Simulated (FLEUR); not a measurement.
BN:

```xyz
2
Lattice="0.0000 1.8130 1.8130 1.8130 0.0000 1.8130 1.8130 1.8130 0.0000" Properties=species:S:1:pos:R:3 pbc="T T T"
N     0.9065    0.9065    0.9065
B     0.0000    0.0000    0.0000
```

The cell is a database's computed one.

Program: FLEUR MaX-R8.1 (later development tree). Alike in all runs: potentials or basis all-electron, FLAPW; cell as given; k mesh 13 × 13 × 13; smearing fermi-dirac 0.05 eV.

Question: Order these runs on this cell by their band gap on the k mesh, lowest first.
A. level SCAN; spin off; gmax 16.3 1/bohr; muffin-tin radii N 1.37, B 1.37 bohr; kmax 5.26 1/bohr
B. level PBE; spin off; gmax 16.3 1/bohr; muffin-tin radii N 1.33, B 1.33 bohr; kmax 5.26 1/bohr
C. level Xalpha; spin collinear, ferromagnetic start; gmax 15.8 1/bohr; muffin-tin radii N 1.37, B 1.37 bohr; inpgen profile fastHighL; kmax 5.11 1/bohr
D. level RPBE; spin off; gmax 16.3 1/bohr; muffin-tin radii N 1.37, B 1.37 bohr; kmax 5.26 1/bohr

Answer: C (4.26 eV), B (4.53 eV), D (4.73 eV), A (5.04 eV).

Caveats: an odd mesh through Γ misses points on the zone boundary, where band edges often lie (some runs); the meta-GGA is that of a development version, with a GGA for the radial functions and cores and without core tails (some runs).

Not every run made on this cell is shown here.
